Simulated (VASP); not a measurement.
# CaH4 (Pm-3m) in VASP: a series of runs

The runs below take CaH4 through relaxation of cell and atoms, with PBE.

Program: VASP 6.6.1. These are calculated values, not measurements. Logs are shortened: lines on timing, memory, paths and dates and some standing lists are left out, and cuts for length are marked.

## 1. Starting point

It takes space group Pm-3m (No. 221, cubic). Conventional cell: a = 4.168 Å, b = 4.168 Å, c = 4.168 Å, α = 90.00°, β = 90.00°, γ = 90.00°. Ca (site symmetry m-3m) has 6 H at 2.08 Å as nearest neighbours. H (site symmetry 4/mmm) has 2 Ca at 2.08 Å as nearest neighbours. H (site symmetry m-3m) is surrounded by 12 H at 2.95 Å.

The cell was built by a generator and needn't be a form met in nature.

## 2. Relaxation of cell and atoms, PBE

File INCAR:

```
SYSTEM = CaH4
PREC = Accurate
ENCUT = 900
EDIFF = 1E-6
ISMEAR = -1
SIGMA = 0.05
LREAL = .False.
LASPH = .True.
NELM = 60
ALGO = Normal
ISIF = 3
LWAVE = .False.
LCHARG = .False.
GGA = PE
IBRION = 2
NSW = 40
EDIFFG = -0.02
```

File KPOINTS:

```
regular mesh
0
Gamma
  5 5 5
  0 0 0
```

File POSCAR:

```
CaH4
1.0
    4.1679800000      0.0000000000      0.0000000000
    0.0000000000      4.1679800000      0.0000000000
    0.0000000000      0.0000000000      4.1679800000
Ca H
1 4
Direct
    0.0000000000      0.0000000000      0.0000000000
    0.5000000000      0.0000000000      0.0000000000
    0.0000000000      0.5000000000      0.0000000000
    0.0000000000      0.0000000000      0.5000000000
    0.5000000000      0.5000000000      0.5000000000
```

Potentials or basis: VASP PAW PBE potentials, release 64 (Ca_sv, H_h).

Run with:

```sh
$ cat potpaw_PBE.64/Ca_sv/POTCAR potpaw_PBE.64/H_h/POTCAR > POTCAR
$ mpirun -np 1 vasp_std > vasp.out
```

OUTCAR:

```text
SYSTEM = CaH4
   PREC = Accurate
   ENCUT = 900
   EDIFF = 1E-6
   ISMEAR = -1
   LREAL = .False.
   LASPH = .True.
   NELM = 60
   ISIF = 3
   GGA = PE
   IBRION = 2
   NSW = 40
   EDIFFG = -0.02

 ion  position               nearest neighbor table
   1  0.000  0.000  0.000-
   2  0.500  0.000  0.000-
   3  0.000  0.500  0.000-
   4  0.000  0.000  0.500-
   5  0.500  0.500  0.500-

  LATTYP: Found a simple cubic cell.
 ALAT       =     4.1679800000

  Lattice vectors:

 A1 = (   4.1679800000,   0.0000000000,   0.0000000000)
 A2 = (   0.0000000000,   4.1679800000,   0.0000000000)
 A3 = (   0.0000000000,   0.0000000000,   4.1679800000)

Analysis of symmetry for initial positions (statically):
=====================================================================
 Subroutine PRICEL returns:
 Original cell was already a primitive cell.

 Routine SETGRP: Setting up the symmetry group for a
 simple cubic supercell.

 Subroutine GETGRP returns: Found 48 space group operations
 (whereof 48 operations were pure point group operations)
 out of a pool of 48 trial point group operations.

The static configuration has the point symmetry O_h .

Analysis of symmetry for dynamics (positions and initial velocities):
=====================================================================
 Subroutine PRICEL returns:
 Original cell was already a primitive cell.

 Routine SETGRP: Setting up the symmetry group for a
 simple cubic supercell.

 Subroutine GETGRP returns: Found 48 space group operations
 (whereof 48 operations were pure point group operations)
 out of a pool of 48 trial point group operations.

The dynamic configuration has the point symmetry O_h .

 Subroutine INISYM returns: Found 48 space group operations
 (whereof 48 operations are pure point group operations),
 and found     1 'primitive' translations

----------------------------------------------------------------------------------------

                                     Primitive cell

  volume of cell :      72.4064

  direct lattice vectors                    reciprocal lattice vectors
     4.167980000  0.000000000  0.000000000     0.239924376  0.000000000  0.000000000
     0.000000000  4.167980000  0.000000000     0.000000000  0.239924376  0.000000000
     0.000000000  0.000000000  4.167980000     0.000000000  0.000000000  0.239924376

  length of vectors
     4.167980000  4.167980000  4.167980000     0.239924376  0.239924376  0.239924376

  position of ions in fractional coordinates (direct lattice)
     0.000000000  0.000000000  0.000000000
     0.500000000  0.000000000  0.000000000
     0.000000000  0.500000000  0.000000000
     0.000000000  0.000000000  0.500000000
     0.500000000  0.500000000  0.500000000

  ion indices of the primitive-cell ions
   primitive index   ion index
                 1           1
                 2           2
                 3           3
                 4           4
                 5           5

----------------------------------------------------------------------------------------

 KPOINTS: regular mesh

Automatic generation of k-mesh.
 Grid dimensions read from file:
 generate k-points for:    5    5    5

 Generating k-lattice:

  Cartesian coordinates                     Fractional coordinates (reciprocal lattice)
     0.047984875  0.000000000  0.000000000     0.200000000  0.000000000  0.000000000
     0.000000000  0.047984875  0.000000000     0.000000000  0.200000000  0.000000000
     0.000000000  0.000000000  0.047984875     0.000000000  0.000000000  0.200000000

  Length of vectors
     0.047984875  0.047984875  0.047984875

  Shift w.r.t. Gamma in fractional coordinates (k-lattice)
     0.000000000  0.000000000  0.000000000

 Subroutine IBZKPT returns following result:
 ===========================================

 Found     10 irreducible k-points:

 Following reciprocal coordinates:
            Coordinates               Weight
  0.000000  0.000000  0.000000      1.000000
  0.200000  0.000000  0.000000      6.000000
  0.400000  0.000000  0.000000      6.000000
  0.200000  0.200000  0.000000     12.000000
  0.400000  0.200000  0.000000     24.000000
  0.400000  0.400000  0.000000     12.000000
  0.200000  0.200000  0.200000      8.000000
  0.400000  0.200000  0.200000     24.000000
  0.400000  0.400000  0.200000     24.000000
  0.400000  0.400000  0.400000      8.000000
   k-points           NKPTS =     10   k-points in BZ     NKDIM =     10   number of bands    NBANDS=     11
   number of dos      NEDOS =    301   number of ions     NIONS =      5
   total plane-waves  NPLWV =  74088
   dimension x,y,z NGX =    42 NGY =   42 NGZ =   42
   dimension x,y,z NGXF=    84 NGYF=   84 NGZF=   84
   ions per type =               1   4
   NGX,Y,Z   is equivalent  to a cutoff of  16.75, 16.75, 16.75 a.u.
   NGXF,Y,Z  is equivalent  to a cutoff of  33.50, 33.50, 33.50 a.u.
 SYSTEM =  CaH4
   PREC   = accura    normal or accurate (medium, high low for compatibility)
   ISTART =      0    job   : 0-new  1-cont  2-samecut
   ICHARG =      2    charge: 1-file 2-atom 10-const
   ISPIN  =      1    spin polarized calculation?
   LNONCOLLINEAR =      F non collinear calculations
   LSORBIT =      F    spin-orbit coupling
   LASPH  =      T    aspherical Exc in radial PAW
   ENCUT  =  900.0 eV  66.15 Ry    8.13 a.u.  10.20 10.20 10.20*2*pi/ulx,y,z
   NELM   =     60;   NELMIN=  2; NELMDL= -5     # of ELM steps
   EDIFF  = 0.1E-05   stopping-criterion for ELM
   LREAL  =      F    real-space projection
   EDIFFG = -.2E-01   stopping-criterion for IOM
   NSW    =     40    number of steps for IOM
   IBRION =      2    ionic relax: 0-MD 1-quasi-New 2-CG
   NFREE  =      1    steps in history (QN), initial steepest desc. (CG)
   ISIF   =      3    stress and relaxation
   ISYM   =      2    0-nonsym 1-usesym 2-fastsym
   POTIM  = 0.5000    time-step for ionic-motion
   TEBEG  =    0.0;   TEEND  =   0.0 temperature during run
   PSTRESS=    0.0 pullay stress
   NELECT =      14.0000    total number of electrons
   NUPDOWN=      -1.0000    fix difference up-down
   EMIN   =  10.00;   EMAX   =-10.00  energy-range for DOS
   EFERMI =   0.00;   METHOD = LEGACY
   ISMEAR =    -1;   SIGMA  =   0.05  broadening in eV -4-tet -1-fermi 0-gaus
   EFERMI_NEDOS =   21; number of points for ismear=-14 and -15
   IALGO  =     38    algorithm
   IMIX   =      4    mixing-type and parameters
     AMIX     =   0.40;   BMIX     =  1.00
     AMIX_MAG =   1.60;   BMIX_MAG =  1.00
  volume/ion in A,a.u.               =      14.48        97.72
  Fermi-wavevector in a.u.,A,eV,Ry     =   0.946655  1.788919 12.192947  0.896156
  Thomas-Fermi vector in A             =   2.074674
   LORBIT       =      0    0 simple, 1 ext, 2 COOP (PROOUT), +10 PAW based schemes
   GGA     = PE    functional components
   LHFCALC =     F    Hartree Fock is set to
   AEXX    =    0.0000 exact exchange contribution
   IVDW    =     0    specifies the selected vdW correction
   LEPSILON=     F    determine dielectric tensor
   LRPA    =     F    only Hartree local field effects (RPA)
 conjugate gradient relaxation of ions
 non-spin polarized calculation
  energy-cutoff  :      900.00
  volume of cell :       72.41
 maximum number of plane-waves:      4458
 NGX is ok and might be reduce to    42
   NGX = 21   NGY = 21   NGZ = 21

 number of electron      14.0000000 magnetization

 Free energy of the ion-electron system (eV)
  ---------------------------------------------------
  ext. energy  EPLUGINS =         0.00000000
  ---------------------------------------------------
  free energy    TOTEN  =       -11.31720089 eV

  energy without entropy =      -11.29670600  energy(sigma->0) =      -11.30695344

 E-fermi :  -2.5351     XC(G=0):  -7.2499

 val. band max:       -2.5394338841   @ k =   0.4000   0.4000   0.4000
 cond. band min:      -2.3921924844   @ k =   0.4000   0.4000   0.2000
 fundamental gap:      0.1472413997
 Fermi energy:        -2.5351420083

 k-point     1 :       0.0000    0.0000    0.0000
  band No.  band energies     occupation
      1     -40.6591      2.00000
      2     -21.6942      2.00000
      3     -21.6942      2.00000
      4     -21.6942      2.00000
      5      -6.2316      2.00000
      6      -3.2723      2.00000
      7      -3.2723      2.00000
      8      -1.5682      0.00000
      9       4.6235      0.00000
     10       4.6235      0.00000
     11       4.6235      0.00000

 k-point     2 :       0.2000    0.0000    0.0000
  band No.  band energies     occupation
      1     -40.6579      2.00000
      2     -21.7244      2.00000
      3     -21.6930      2.00000
      4     -21.6930      2.00000
      5      -5.9172      2.00000
      6      -3.2778      2.00000
      7      -3.2276      2.00000
      8      -1.7110      0.00000
      9       4.0679      0.00000
     10       4.0679      0.00000
     11       4.6511      0.00000

 k-point     3 :       0.4000    0.0000    0.0000
  band No.  band energies     occupation
      1     -40.6559      2.00000
      2     -21.7728      2.00000
      3     -21.6909      2.00000
      4     -21.6909      2.00000
      5      -5.1015      2.00000
      6      -3.9343      2.00000
      7      -3.1527      1.99999
      8      -1.4445      0.00000
      9       3.5816      0.00000
     10       3.5816      0.00000
     11       4.5955      0.00000
[... 71 lines left out ...]
 k-point     9 :       0.4000    0.4000    0.2000
  band No.  band energies     occupation
      1     -40.6516      2.00000
      2     -21.7670      2.00000
      3     -21.7667      2.00000
      4     -21.7172      2.00000
      5      -3.7983      2.00000
      6      -3.1823      2.00000
      7      -2.7282      1.95878
      8      -2.3922      0.10844
      9       2.4879      0.00000
     10       2.8908      0.00000
     11       3.1789      0.00000

 k-point    10 :       0.4000    0.4000    0.4000
  band No.  band energies     occupation
      1     -40.6497      2.00000
      2     -21.7645      2.00000
      3     -21.7641      2.00000
      4     -21.7641      2.00000
      5      -3.1507      1.99999
      6      -2.5985      1.56038
      7      -2.5394      1.04289
      8      -2.5394      1.04289
      9       1.9211      0.00000
     10       1.9211      0.00000
     11       2.2805      0.00000

------------------------ aborting loop because EDIFF is reached ----------------------------------------

  FORCE on cell =-STRESS in cart. coord.  units (eV):
  Direction    XX          YY          ZZ          XY          YZ          ZX
  --------------------------------------------------------------------------------------
  -------------------------------------------------------------------------------------
  Total        0.0679575      0.0679575      0.0679575      0.0000000      0.0000000      0.0000000
  in kB        1.5037349      1.5037349      1.5037349      0.0000000      0.0000000      0.0000000
  external PRESSURE =       1.5037349 kB  Pullay stress =       0.0000000 kB

 VOLUME and BASIS-vectors are now :
 -----------------------------------------------------------------------------
  energy-cutoff  :      900.00
  volume of cell :       72.41
      direct lattice vectors                 reciprocal lattice vectors
     4.167980000  0.000000000  0.000000000     0.239924376  0.000000000  0.000000000
     0.000000000  4.167980000  0.000000000     0.000000000  0.239924376  0.000000000
     0.000000000  0.000000000  4.167980000     0.000000000  0.000000000  0.239924376

 POSITION                                       TOTAL-FORCE (eV/Angst)
 -----------------------------------------------------------------------------------
      0.00000      0.00000      0.00000         0.000000      0.000000      0.000000
      2.08399      0.00000      0.00000         0.000000      0.000000      0.000000
      0.00000      2.08399      0.00000         0.000000      0.000000      0.000000
      0.00000      0.00000      2.08399         0.000000      0.000000      0.000000
      2.08399      2.08399      2.08399         0.000000      0.000000      0.000000
 -----------------------------------------------------------------------------------
    total drift:                               -0.000000      0.000000     -0.000000

  FREE ENERGIE OF THE ION-ELECTRON SYSTEM (eV)
  ---------------------------------------------------
  free  energy   TOTEN  =       -11.3172008898 eV

  energy  without entropy=      -11.2967059961  energy(sigma->0) =      -11.30695344

 reached required accuracy - stopping structural energy minimisation
```

Wall time 30 s (1 thread of Intel Xeon Platinum 8259CL at 2.50GHz (Skylake/Cascade Lake), shared host); peak memory 0.25 GiB.

Results:

```yaml
Free_energy: -11.3172 eV
Pressure_after_relaxing: 0.2 GPa
Band_gap_on_the_k_mesh: none (metal or under the smearing width)
```

Final structure:
```
Ca H
1.0
     4.16798    0.00000    0.00000
     0.00000    4.16798    0.00000
     0.00000    0.00000    4.16798
Ca H
1 4
Direct
  0.00000 0.00000 0.00000
  0.50000 0.00000 0.00000
  0.00000 0.50000 0.00000
  0.00000 0.00000 0.50000
  0.50000 0.50000 0.50000
```

Caveat: the relaxation stopped at its first step, so nothing moved.

(Part 1 of 2 ends here.)
